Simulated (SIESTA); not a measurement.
W:

```
W
1.0
    -1.58234    1.58234    1.58234
     1.58234   -1.58234    1.58234
     1.58234    1.58234   -1.58234
W
1
Direct
  0.00000 0.00000 0.00000
```

Base run:

- Program: SIESTA 5.4.2
- Functional: PW91
- Potentials or basis: PseudoDojo 0.4 standard (PBE files)
- Basis: DZP (energy shift 0.003 Ry; two zetas on semicore shells)
- Grid cutoff: 800 Ry
- Energy shift: 0.003 Ry
- k mesh: 12 × 12 × 12
- Occupations: fermi-dirac, width 0.05 eV
- Spin: no spin polarisation

Its results: band gap on the k mesh none (metal or under the smearing width); pressure 9.8 GPa.

Problem. The run is repeated on the same cell with these changes: functional from PW91 to LDA; potentials or basis from PseudoDojo 0.4 standard (PBE files) to PseudoDojo 0.4 standard (LDA files). What comes out?

Solution. Band gap on the k mesh none (metal or under the smearing width); pressure -6.1 GPa.

Caveats: short orbitals over semicore shells can move pressures by several GPa; the basis of atomic orbitals isn't converged, which shifts pressures, moduli and gaps; the potentials were made for another functional, which shifts forces and pressure (some runs).
